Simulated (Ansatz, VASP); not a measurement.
# Au: VASP beside Ansatz

```
CELL_PARAMETERS angstrom
0.00000 2.02880 2.02880
2.02880 0.00000 2.02880
2.02880 2.02880 0.00000
ATOMIC_POSITIONS crystal
Au 0.00000 0.00000 0.00000
```

Alike in both runs: functional LDA; k mesh 8 × 8 × 8; occupations gaussian, width 0.1 eV; no spin polarisation.

Ansatz relaxed the structure, and its values are those at the end. VASP's run is a single point on that final structure, the one shown.

|  | VASP | Ansatz |
| --- | --- | --- |
| version | VASP 6.6.1 | Ansatz 0.2.0 |
| potentials or method | VASP PAW LDA potentials, release 64 (Au) | scalar-relativistic, plane waves, PAW |
| plane-wave cutoff (eV) | 520 | 420 |
| valence electrons in the cell | 11 | 19 |

VASP gave:

```
gap on the k mesh at the Fermi level (eV) : none
pressure (GPa)                            : 0.1
```

Task: Estimate Ansatz's values.

Result: gap on the k mesh at the Fermi level (eV): none; pressure (GPa): -0.4.

A gap of «none» marks a metal or a gap that the smearing closes. The two sets of potentials don't hold the same shells in valence.

The runs have no spin-orbit coupling, so splittings on Au are missing.
